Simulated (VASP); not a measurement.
# Pt (Fm-3m) in VASP: settings compared

Aim: see how the results for Pt move with the level of theory and the settings. Levels: r2SCAN+rVV10, PBE+D3(BJ). Tasks: relaxation of cell and atoms.

All numbers are computed with VASP 6.6.1; they aren't measurements. Logs are shortened: lines on timing, memory, paths and dates and some standing lists are left out, and cuts for length are marked.

### 1 The crystal as given

The structure is cubic, space group Fm-3m (No. 225). Conventional cell: a = 3.922 Å, b = 3.922 Å, c = 3.922 Å, α = 90.00°, β = 90.00°, γ = 90.00°. Pt (site symmetry m-3m) is surrounded by 12 Pt at 2.77 Å.

### 2 Relaxation of cell and atoms, r2SCAN+rVV10

The input, INCAR:

```
SYSTEM = Pt
PREC = Accurate ; ENCUT = 600
EDIFF = 1E-6 ; ISMEAR = 1
SIGMA = 0.1 ; LREAL = .False.
LASPH = .True. ; NELM = 80
ALGO = Normal ; ISIF = 3
LWAVE = .False. ; LCHARG = .False.
METAGGA = R2SCAN ; LMIXTAU = .True.
LUSE_VDW = .True. ; IVDW_NL = 2
BPARAM = 11.95 ; CPARAM = 0.0093
IBRION = 2 ; NSW = 90
EDIFFG = -0.01
```

The input, KPOINTS:

```
regular mesh
0
Gamma
  16 16 16
  0 0 0
```

The input, POSCAR:

```
Pt
1.0
    0.0000000000      1.9609000000      1.9609000000
    1.9609000000      0.0000000000      1.9609000000
    1.9609000000      1.9609000000      0.0000000000
Pt
1
Direct
    0.0000000000      0.0000000000      0.0000000000
```

Potentials or basis: VASP PAW PBE potentials, release 64 (Pt).

Launch:

```
> cat potpaw_PBE.64/Pt/POTCAR > POTCAR
> mpirun -np 1 vasp_std > vasp.out
```

OUTCAR:

```text
SYSTEM = Pt
   PREC = Accurate
   ENCUT = 600
   EDIFF = 1E-6
   ISMEAR = 1
   LREAL = .False.
   LASPH = .True.
   NELM = 80
   ISIF = 3
   METAGGA = R2SCAN
   IVDW_NL = 2
   BPARAM = 11.95
   IBRION = 2
   NSW = 90
   EDIFFG = -0.01

 ion  position               nearest neighbor table
   1  0.000  0.000  0.000-

  LATTYP: Found a face centered cubic cell.
 ALAT       =     3.9218000000

  Lattice vectors:

 A1 = (   0.0000000000,   1.9609000000,   1.9609000000)
 A2 = (   1.9609000000,   0.0000000000,   1.9609000000)
 A3 = (   1.9609000000,   1.9609000000,   0.0000000000)

Analysis of symmetry for initial positions (statically):
=====================================================================
 Subroutine PRICEL returns:
 Original cell was already a primitive cell.

 Routine SETGRP: Setting up the symmetry group for a
 face centered cubic supercell.

 Subroutine GETGRP returns: Found 48 space group operations
 (whereof 48 operations were pure point group operations)
 out of a pool of 48 trial point group operations.

The static configuration has the point symmetry O_h .

Analysis of symmetry for dynamics (positions and initial velocities):
=====================================================================
 Subroutine PRICEL returns:
 Original cell was already a primitive cell.

 Routine SETGRP: Setting up the symmetry group for a
 face centered cubic supercell.

 Subroutine GETGRP returns: Found 48 space group operations
 (whereof 48 operations were pure point group operations)
 out of a pool of 48 trial point group operations.

The dynamic configuration has the point symmetry O_h .

 Subroutine INISYM returns: Found 48 space group operations
 (whereof 48 operations are pure point group operations),
 and found     1 'primitive' translations

----------------------------------------------------------------------------------------

                                     Primitive cell

  volume of cell :      15.0798

  direct lattice vectors                    reciprocal lattice vectors
     0.000000000  1.960900000  1.960900000    -0.254984956  0.254984956  0.254984956
     1.960900000  0.000000000  1.960900000     0.254984956 -0.254984956  0.254984956
     1.960900000  1.960900000  0.000000000     0.254984956  0.254984956 -0.254984956

  length of vectors
     2.773131374  2.773131374  2.773131374     0.441646899  0.441646899  0.441646899

  position of ions in fractional coordinates (direct lattice)
     0.000000000  0.000000000  0.000000000

  ion indices of the primitive-cell ions
   primitive index   ion index
                 1           1

----------------------------------------------------------------------------------------

 KPOINTS: regular mesh

Automatic generation of k-mesh.
 Grid dimensions read from file:
 generate k-points for:   16   16   16

 Generating k-lattice:

  Cartesian coordinates                     Fractional coordinates (reciprocal lattice)
    -0.015936560  0.015936560  0.015936560     0.062500000  0.000000000  0.000000000
     0.015936560 -0.015936560  0.015936560     0.000000000  0.062500000  0.000000000
     0.015936560  0.015936560 -0.015936560     0.000000000  0.000000000  0.062500000

  Length of vectors
     0.027602931  0.027602931  0.027602931

  Shift w.r.t. Gamma in fractional coordinates (k-lattice)
     0.000000000  0.000000000  0.000000000

 Subroutine IBZKPT returns following result:
 ===========================================

 Found    145 irreducible k-points:

 Following reciprocal coordinates:
            Coordinates               Weight
  0.000000  0.000000  0.000000      1.000000
  0.062500  0.000000  0.000000      8.000000
  0.125000  0.000000  0.000000      8.000000
  0.187500  0.000000  0.000000      8.000000
  0.250000  0.000000  0.000000      8.000000
  0.312500  0.000000  0.000000      8.000000
[... 16 lines left out ...]
 -0.125000  0.062500  0.000000     24.000000
 -0.062500  0.062500  0.000000     12.000000
 [... further k-points ...]
   k-points           NKPTS =    145   k-points in BZ     NKDIM =    145   number of bands    NBANDS=      9
   number of dos      NEDOS =    301   number of ions     NIONS =      1
   total plane-waves  NPLWV =  13824
   dimension x,y,z NGX =    24 NGY =   24 NGZ =   24
   dimension x,y,z NGXF=    48 NGYF=   48 NGZF=   48
   ions per type =               1
   NGX,Y,Z   is equivalent  to a cutoff of  14.39, 14.39, 14.39 a.u.
   NGXF,Y,Z  is equivalent  to a cutoff of  28.78, 28.78, 28.78 a.u.
 SYSTEM =  Pt
   PREC   = accura    normal or accurate (medium, high low for compatibility)
   ISTART =      0    job   : 0-new  1-cont  2-samecut
   ICHARG =      2    charge: 1-file 2-atom 10-const
   ISPIN  =      1    spin polarized calculation?
   LNONCOLLINEAR =      F non collinear calculations
   LSORBIT =      F    spin-orbit coupling
   LASPH  =      T    aspherical Exc in radial PAW
   ENCUT  =  600.0 eV  44.10 Ry    6.64 a.u.   5.54  5.54  5.54*2*pi/ulx,y,z
   NELM   =     80;   NELMIN=  2; NELMDL= -5     # of ELM steps
   EDIFF  = 0.1E-05   stopping-criterion for ELM
   LREAL  =      F    real-space projection
   EDIFFG = -.1E-01   stopping-criterion for IOM
   NSW    =     90    number of steps for IOM
   IBRION =      2    ionic relax: 0-MD 1-quasi-New 2-CG
   NFREE  =      1    steps in history (QN), initial steepest desc. (CG)
   ISIF   =      3    stress and relaxation
   ISYM   =      2    0-nonsym 1-usesym 2-fastsym
   POTIM  = 0.5000    time-step for ionic-motion
   TEBEG  =    0.0;   TEEND  =   0.0 temperature during run
   PSTRESS=    0.0 pullay stress
   NELECT =      10.0000    total number of electrons
   NUPDOWN=      -1.0000    fix difference up-down
   EMIN   =  10.00;   EMAX   =-10.00  energy-range for DOS
   EFERMI =   0.00;   METHOD = LEGACY
   ISMEAR =     1;   SIGMA  =   0.10  broadening in eV -4-tet -1-fermi 0-gaus
   EFERMI_NEDOS =   21; number of points for ismear=-14 and -15
   IALGO  =     38    algorithm
   IMIX   =      4    mixing-type and parameters
     AMIX     =   0.40;   BMIX     =  1.00
     AMIX_MAG =   1.60;   BMIX_MAG =  1.00
  volume/ion in A,a.u.               =      15.08       101.76
  Fermi-wavevector in a.u.,A,eV,Ry     =   1.427609  2.697791 27.729605  2.038068
  Thomas-Fermi vector in A             =   2.547760
   LORBIT       =      0    0 simple, 1 ext, 2 COOP (PROOUT), +10 PAW based schemes
   METAGGA = R2SCAN    functional components
   LHFCALC =     F    Hartree Fock is set to
   AEXX    =    0.0000 exact exchange contribution
   IVDW_NL    =     2    kernel type
   BPARAM     =11.9500
   IVDW    =     0    specifies the selected vdW correction
   LEPSILON=     F    determine dielectric tensor
   LRPA    =     F    only Hartree local field effects (RPA)
 conjugate gradient relaxation of ions
 non-spin polarized calculation
 Methfessel and Paxton  Order N= 1 SIGMA  =   0.10
  energy-cutoff  :      600.00
  volume of cell :       15.08
 maximum number of plane-waves:       531
 NGX is ok and might be reduce to    24
   NGX = 11   NGY = 11   NGZ = 11

--------------------------------------- Ionic step        1  -------------------------------------------

 number of electron      10.0000000 magnetization

 Free energy of the ion-electron system (eV)
  ---------------------------------------------------
  ext. energy  EPLUGINS =         0.00000000
  ---------------------------------------------------
  free energy    TOTEN  =       -51.34350690 eV

  energy without entropy =      -51.34261524  energy(sigma->0) =      -51.34320968

------------------------ aborting loop because EDIFF is reached ----------------------------------------

  FORCE on cell =-STRESS in cart. coord.  units (eV):
  Direction    XX          YY          ZZ          XY          YZ          ZX
  --------------------------------------------------------------------------------------
  -------------------------------------------------------------------------------------
  Total        0.2485444      0.2485444      0.2485444      0.0000000      0.0000000      0.0000000
  in kB       26.4069543     26.4069543     26.4069543      0.0000000      0.0000000      0.0000000
  external PRESSURE =      26.4069543 kB  Pullay stress =       0.0000000 kB
[... 55 lines left out ...]
  energy  without entropy=      -51.3341940767  energy(sigma->0) =      -51.33489597

--------------------------------------- Ionic step        3  -------------------------------------------

 number of electron      10.0000000 magnetization

 Free energy of the ion-electron system (eV)
  ---------------------------------------------------
  ext. energy  EPLUGINS =         0.00000000
  ---------------------------------------------------
  free energy    TOTEN  =       -51.34461191 eV

  energy without entropy =      -51.34367562  energy(sigma->0) =      -51.34429981

 E-fermi :  10.8045     XC(G=0): -14.5992

 val. band max:       10.7904372654   @ k =  -0.2500   0.1250   0.0000
 cond. band min:      10.8119699179   @ k =  -0.3750   0.3750   0.0625
 fundamental gap:      0.0215326525
 Fermi energy:        10.8045184796

 k-point     1 :       0.0000    0.0000    0.0000
  band No.  band energies     occupation
      1       0.4203      2.00000
      2       6.9702      2.00000
      3       6.9702      2.00000
      4       6.9702      2.00000
      5       9.1053      2.00000
      6       9.1053      2.00000
      7      26.3231      0.00000
      8      31.4400      0.00000
      9      31.4400      0.00000
[... 265 lines left out ...]
 k-point    24 :      -0.0625    0.0625    0.0000
  band No.  band energies     occupation
      1       0.8482      2.00000
      2       6.7657      2.00000
      3       7.1240      2.00000
      4       7.1692      2.00000
      5       8.9114      2.00000
      6       9.1347      2.00000
      7      26.9601      0.00000
      8      29.8271      0.00000
      9      31.4847      0.00000

 [... further k-points ...]
[... 5 lines left out ...]
  --------------------------------------------------------------------------------------
  -------------------------------------------------------------------------------------
  Total       -0.0033638     -0.0033638     -0.0033638      0.0000000      0.0000000     -0.0000000
  in kB       -0.3541503     -0.3541503     -0.3541503      0.0000000      0.0000000     -0.0000000
  external PRESSURE =      -0.3541503 kB  Pullay stress =       0.0000000 kB
[... 16 lines left out ...]
  FREE ENERGIE OF THE ION-ELECTRON SYSTEM (eV)
  ---------------------------------------------------
  free  energy   TOTEN  =       -51.3446119061 eV

  energy  without entropy=      -51.3436756226  energy(sigma->0) =      -51.34429981

 reached required accuracy - stopping structural energy minimisation
```

It took 1.7 min on 1 thread of Intel Xeon 6975P-C (Granite Rapids), shared host; peak memory 0.25 GiB.

Results:

```
Free energy                            : -51.3446 eV
Relaxed volume                         : 15.22 Å³/atom
Relaxed cell                           : a = 2.782 Å, b = 2.782 Å, c = 2.782 Å, α = 60.00°, β = 60.00°, γ = 60.00°
Space group after relaxing (to 0.05 Å) : Fm-3m (No. 225)
Energy gained by relaxing              : 1.1 meV/atom
Ionic steps                            : 3
Pressure after relaxing                : 0.0 GPa
Band gap on the k mesh                 : none (metal or under the smearing width)
```

The path:
| step | energy change (eV) | largest force (eV/Å) | pressure (GPa) | volume (Å³) |
| --- | --- | --- | --- | --- |
| 1 | 0.0000 | 0.0000 | 2.64 | 15.08 |
| 2 | 0.0083 | 0.0000 | -7.07 | 15.63 |
| 3 | -0.0011 | 0.0000 | -0.04 | 15.22 |

Final structure:
```
Pt
1.0
     0.00000    1.96687    1.96687
     1.96687    0.00000    1.96687
     1.96687    1.96687    0.00000
Pt
1
Direct
  0.00000 0.00000 0.00000
```

Levels at points of the mesh, in eV from the Fermi level:
```tsv
k point	band 1	band 2	band 3	band 4	band 5	band 6	band 7	band 8	band 9
(0.00, 0.00, 0.00)	-10.38	-3.83	-3.83	-3.83	-1.70	-1.70	15.52	20.64	20.64
(0.50, 0.00, 0.00)	-7.46	-3.93	-3.93	-0.26	0.05	0.05	6.11	15.16	19.91
(0.50, 0.50, 0.00)	-7.18	-6.74	-0.03	0.54	0.54	1.97	9.27	12.00	12.00
```

Caveat: the PAW data sets were made with another functional, which shifts forces and pressure a little; pairwise dispersion overbinds metals, which lowers pressure and volume. Zero-point motion and thermal expansion aren't in these numbers.

(Continued in part 2 of 3.)
